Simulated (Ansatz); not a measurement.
Runs of Ansatz 0.2.0 on Si. Symmetry: I4_1/amd, No. 141, tetragonal system. The conventional cell has a = 4.743 Å, b = 4.743 Å, c = 2.659 Å, α = 90.00°, β = 90.00°, γ = 90.00°. Si (site symmetry -4m2) has 6 Si at 2.46 to 2.66 Å as nearest neighbours. This isn't the form of Si at room conditions, which is diamond.

```csv
task,level,cell,cutoff (eV),smearing,pressure (GPa),V0 of scaled cells (Å³/atom),B0 (GPa)
equation of state,LDA,as given,-,fermi-dirac 0.05 eV,-,14.84,116
single point,PBEsol+D4,cell strained at random at fixed volume,191,gaussian 0.1 eV,-1.8,-,-
band structure,PBEsol,as given,190,fermi-dirac 0.05 eV,0.7,-,-
band structure,LDA,as given,191,fermi-dirac 0.05 eV,(a),-,-
equation of state,PBEsol,as given,-,fermi-dirac 0.05 eV,-,15.04,(b)
```

Alike in all rows: potentials or basis all-electron LAPW, scalar-relativistic; no spin polarisation; k mesh 11 × 11 × 11; basis error allowed 0.001 eV/atom.

Q: Fill in the values left out.

A: (a) -0.9; (b) 115.

Caveats: the cell was scaled at fixed shape and fractional positions, which overstates the stiffness of a crystal with free parameters, most of all of layers and chains (some runs); pairwise dispersion overbinds metals, which lowers pressure and volume (some runs).

Not every run made on this cell is shown here.
